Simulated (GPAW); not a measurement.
# V (Im-3m) in GPAW: notebook

Runs on V. Level: LDA. Tasks: relaxation of cell and atoms.

All numbers are computed with GPAW 26.7.0; they aren't measurements. Logs are shortened: lines on timing, memory, paths and dates and some standing lists are left out, and cuts for length are marked. The log counts tension as positive stress, the text compression.

**1. The crystal as given**

Symmetry: Im-3m, No. 229, cubic system. The conventional cell has a = 3.029 Å, b = 3.029 Å, c = 3.029 Å, α = 90.00°, β = 90.00°, γ = 90.00°. V (site symmetry m-3m) is surrounded by 8 V at 2.62 Å.

**2. Relaxation of cell and atoms, LDA, collinear spin, ferromagnetic start**

Contents of run.py:

```python
from ase.filters import FrechetCellFilter
from ase.io import read, write
from ase.optimize import BFGS
from gpaw import GPAW, PW

atoms = read('V.xyz')
atoms.set_initial_magnetic_moments([2.0])

calc = GPAW(mode=PW(600),
            xc='LDA',
            kpts={'size': (12, 12, 12), 'gamma': True},
            occupations={'name': 'fermi-dirac', 'width': 0.05},
            nbands=15,
            convergence={'density': 1e-05, 'forces': 0.0001},
            maxiter=150,
            txt='gpaw.txt')
atoms.calc = calc
opt = BFGS(FrechetCellFilter(atoms), trajectory='relax.traj', logfile='-')
done = opt.run(fmax=0.02, steps=60)
calc.write('gs.gpw')
write('result.traj', atoms)
print('Converged:', done)
print('Cell:', atoms.cell.cellpar().round(4))
print('Volume:', round(atoms.get_volume(), 4))
print(atoms.get_scaled_positions().round(5))
```

Contents of V.xyz:

```xyz
1
Lattice="-1.5143500000 1.5143500000 1.5143500000 1.5143500000 -1.5143500000 1.5143500000 1.5143500000 1.5143500000 -1.5143500000" Properties=species:S:1:pos:R:3 pbc="T T T"
V      0.0000000000      0.0000000000      0.0000000000
```

Potentials or basis: the program's PAW data sets (release 1.2.1) made for this functional, pw.

Command:

```bash
> OMP_NUM_THREADS=1 python run.py
```

gpaw.txt:

```text
__  _  _
 | _ |_)|_||  |
 |__||  | ||/\| - 26.7.0

Input parameters:
  mode=PW(ecut=600.0),
  convergence={'density': 1e-05, 'forces': 0.0001},
  kpts=MonkhorstPack(size=(12, 12, 12), gamma=True),
  maxiter=150,
  nbands=15,
  occupations=Occupations(name='fermi-dirac', width=0.05),
  xc=XC(name='LDA')

Diagonalizing LCAO Hamiltonian
Converting LCAO to pw mode

       V

Atoms  # Å, Bohr magnetons
|   | symbol |        x |        y |        z |    initial magnetic moments |
|---|--------|----------|----------|----------|-----------------------------|
| 0 |      V | 0.000000 | 0.000000 | 0.000000 | ( 0.0000,  0.0000,  2.0000) |

Unit cell  # Å
| periodic |         x |         y |         z |  lengths |     angles |
|----------|-----------|-----------|-----------|----------|------------|
|      yes | -1.514350 |  1.514350 |  1.514350 | 2.622931 | 109.471221 |
|      yes |  1.514350 | -1.514350 |  1.514350 | 2.622931 | 109.471221 |
|      yes |  1.514350 |  1.514350 | -1.514350 | 2.622931 | 109.471221 |

Number of symmetries: 48
Symmetry operations  # r_c * U_cc + t_c -> r_c
|    | kind |            matrix            |
|----|------|------------------------------|
|  0 |  σ   |  1, 1, 1,  0, 0,-1,  0,-1, 0 |
|  1 |  C4  |  1, 1, 1,  0, 0,-1, -1, 0, 0 |
|  2 |  C2  |  1, 1, 1,  0,-1, 0,  0, 0,-1 |
|  3 |  S6  |  1, 1, 1,  0,-1, 0, -1, 0, 0 |
|  4 |  S6  |  1, 1, 1, -1, 0, 0,  0, 0,-1 |
|  5 |  C4  |  1, 1, 1, -1, 0, 0,  0,-1, 0 |
|  6 |  E   |  1, 0, 0,  0, 1, 0,  0, 0, 1 |
|  7 |  σ   |  1, 0, 0,  0, 1, 0, -1,-1,-1 |
|  8 |  σ   |  1, 0, 0,  0, 0, 1,  0, 1, 0 |
[... 197 lines left out ...]
|          3 |       -28.026 |     1.000 |       -28.026 |     1.000 |
|          4 |         2.349 |     1.000 |         2.349 |     1.000 |
|          5 |         9.179 |     0.000 |         9.179 |     0.000 |
|          6 |         9.179 |     0.000 |         9.179 |     0.000 |
|          7 |         9.179 |     0.000 |         9.179 |     0.000 |
|          8 |        11.081 |     0.000 |        11.081 |     0.000 |
|          9 |        11.081 |     0.000 |        11.081 |     0.000 |
|         10 |        29.341 |     0.000 |        29.341 |     0.000 |
|         11 |        29.341 |     0.000 |        29.341 |     0.000 |
|         12 |        29.341 |     0.000 |        29.341 |     0.000 |
|        ... |               |           |               |           |
|         14 |        35.709 |     0.000 |        35.709 |     0.000 |

No gap
No difference between direct/indirect transitions

Stress tensor  # eV/Ang^3
|        x |        y |        z |
|----------|----------|----------|
| 0.106714 | 0.000000 | 0.000000 |
| 0.000000 | 0.106714 | 0.000000 |
| 0.000000 | 0.000000 | 0.106714 |

Forces  # eV/Ang
|       x |       y |        z |
|---------|---------|----------|
| 0.00000 | 0.00000 | -0.00000 |  # V    0

Interpolating wave functions to new cell

       V

Atoms  # Å, Bohr magnetons
|   | symbol |        x |        y |         z |    initial magnetic moments |
|---|--------|----------|----------|-----------|-----------------------------|
| 0 |      V | 0.000000 | 0.000000 | -0.000000 | ( 0.0000,  0.0000, -0.0000) |
[... 230 lines left out ...]
Stress tensor  # eV/Ang^3
|         x |         y |         z |
|-----------|-----------|-----------|
|  0.044646 | -0.000000 |  0.000000 |
| -0.000000 |  0.044646 | -0.000000 |
|  0.000000 | -0.000000 |  0.044646 |

Forces  # eV/Ang
|        x |        y |       z |
|----------|----------|---------|
| -0.00000 | -0.00000 | 0.00000 |  # V    0

Interpolating wave functions to new cell

       V

Atoms  # Å, Bohr magnetons
|   | symbol |        x |        y |         z |    initial magnetic moments |
|---|--------|----------|----------|-----------|-----------------------------|
| 0 |      V | 0.000000 | 0.000000 | -0.000000 | ( 0.0000,  0.0000, -0.0000) |
[... 230 lines left out ...]
Stress tensor  # eV/Ang^3
|         x |         y |         z |
|-----------|-----------|-----------|
| -0.004030 |  0.000000 |  0.000000 |
|  0.000000 | -0.004030 |  0.000000 |
|  0.000000 |  0.000000 | -0.004030 |

Forces  # eV/Ang
|       x |       y |        z |
|---------|---------|----------|
| 0.00000 | 0.00000 | -0.00000 |  # V    0

Interpolating wave functions to new cell

       V

Atoms  # Å, Bohr magnetons
|   | symbol |        x |        y |         z |    initial magnetic moments |
|---|--------|----------|----------|-----------|-----------------------------|
| 0 |      V | 0.000000 | 0.000000 | -0.000000 | ( 0.0000,  0.0000, -0.0000) |
[... 228 lines left out ...]
Stress tensor  # eV/Ang^3
|         x |         y |         z |
|-----------|-----------|-----------|
|  0.000128 | -0.000000 |  0.000000 |
| -0.000000 |  0.000128 | -0.000000 |
|  0.000000 | -0.000000 |  0.000128 |

Forces  # eV/Ang
|       x |        y |       z |
|---------|----------|---------|
| 0.00000 | -0.00000 | 0.00000 |  # V    0

# Writing to gs.gpw (mode='')
```

stdout:

```text
Step          Energy          fmax
BFGS:    0       -9.478757        1.482377
BFGS:    1       -9.544645        0.582014
BFGS:    2       -9.555596        0.050419
BFGS:    3       -9.555682        0.001603
Converged: True
Cell: [  2.5358   2.5358   2.5358 109.4712 109.4712 109.4712]
Volume: 12.5526
[[0. 0. 0.]]
```

Wall time 53 s (1 thread of Arm Neoverse V2, shared host); peak memory 0.18 GiB.

Results:

| Item | Value |
| --- | --- |
| Free energy | -9.5557 eV |
| Relaxed volume | 12.55 Å³/atom |
| Relaxed cell | a = 2.536 Å, b = 2.536 Å, c = 2.536 Å, α = 109.47°, β = 109.47°, γ = 109.47° |
| Space group after relaxing (to 0.05 Å) | Im-3m (No. 229) |
| Energy gained by relaxing | 77.9 meV/atom |
| Ionic steps | 4 |
| Pressure after relaxing | 0.0 GPa |
| Band gap on the k mesh | none (metal or under the smearing width) |
| Net moment | 0.00 μB per cell |

Step by step:
```csv
step,energy change (eV),largest force (eV/Å),pressure (GPa),volume (Å³)
1,0.0000,0.0000,-17.10,13.89
2,-0.0662,0.0000,-7.15,13.04
3,-0.0779,0.0000,0.65,12.51
4,-0.0779,0.0000,-0.02,12.55
```

Final structure:
```
CELL_PARAMETERS angstrom
-1.46406 1.46406 1.46406
1.46406 -1.46406 1.46406
1.46406 1.46406 -1.46406
ATOMIC_POSITIONS crystal
V 0.00000 0.00000 0.00000
```

Caveat: each step starts from the last one's moments, so a moment once lost doesn't come back; later steps reuse the first step's grids. LDA usually gives volumes a few per cent too small.

**3. Relaxation of cell and atoms, LDA, collinear spin, ferromagnetic start, target pressure 2 GPa, at which the enthalpy is minimised**

run.py: that of step 2 with these lines changed.

```diff
@@ -3,2 +3,3 @@
 from ase.optimize import BFGS
+from ase.units import GPa
 from gpaw import GPAW, PW
@@ -17,3 +18,3 @@
 atoms.calc = calc
-opt = BFGS(FrechetCellFilter(atoms), trajectory='relax.traj', logfile='-')
+opt = BFGS(FrechetCellFilter(atoms, scalar_pressure=2 * GPa), trajectory='relax.traj', logfile='-')
 done = opt.run(fmax=0.02, steps=60)
```

V.xyz is that of step 2.

Potentials or basis: the program's PAW data sets (release 1.2.1) made for this functional, pw.

Command:

```bash
> OMP_NUM_THREADS=1 python run.py
```

Wall time 54 s (1 thread of Arm Neoverse V2, shared host); peak memory 0.18 GiB.

Results (log left out):

```
Free energy                                            : -9.5549 eV
Relaxed volume                                         : 12.43 Å³/atom
Relaxed cell                                           : a = 2.528 Å, b = 2.528 Å, c = 2.528 Å, α = 109.47°, β = 109.47°, γ = 109.47°
Space group after relaxing (to 0.05 Å)                 : Im-3m (No. 229)
Energy change on relaxing (the enthalpy is what falls) : -77.4 meV/atom
Ionic steps                                            : 4
Pressure after relaxing                                : 2.0 GPa
Band gap on the k mesh                                 : none (metal or under the smearing width)
Net moment                                             : 0.00 μB per cell
```

Step by step:
```tsv
step	energy change (eV)	largest force (eV/Å)	pressure (GPa)	volume (Å³)
1	0.0000	0.0000	-17.10	13.89
2	-0.0702	0.0000	-5.83	12.94
3	-0.0768	0.0000	2.77	12.38
4	-0.0774	0.0000	1.97	12.43
```

Final structure:
```yaml
crystal:
  lattice:
    - [-1.45934, 1.45934, 1.45934]
    - [1.45934, -1.45934, 1.45934]
    - [1.45934, 1.45934, -1.45934]
  atoms:
    - { symbol: V, position: [0.00000, 0.00000, 0.00000] }
```

Levels at points of the mesh, in eV from the Fermi level:
Spin up:
```tsv
k point	band 4	band 5	band 6	band 7	band 8	band 9
(0.00, 0.00, 0.00)	-36.50	-6.67	0.41	0.41	0.41	2.60
(0.50, 0.50, 0.00)	-36.51	-3.41	-1.29	2.02	2.64	3.02
(0.50, 0.50, 0.50)	-37.29	-3.36	-3.36	4.16	4.16	4.16
```
Spin down:
| k point | band 2 | band 3 | band 4 | band 5 | band 6 | band 7 | band 8 | band 9 | band 10 | band 11 |
| --- | --- | --- | --- | --- | --- | --- | --- | --- | --- | --- |
| (0.00, 0.00, 0.00) | -36.50 | -36.50 | -36.50 | -6.67 | 0.41 | 0.41 | 0.41 | 2.60 | 2.60 | 21.47 |
| (0.50, 0.50, 0.00) | -37.67 | -36.86 | -36.51 | -3.41 | -1.29 | 2.02 | 2.64 | 3.02 | 4.62 | 11.30 |
| (0.50, 0.50, 0.50) | -37.29 | -37.29 | -37.29 | -3.36 | -3.36 | 4.16 | 4.16 | 4.16 | 11.00 | 11.00 |

Caveat: each step starts from the last one's moments, so a moment once lost doesn't come back; later steps reuse the first step's grids.
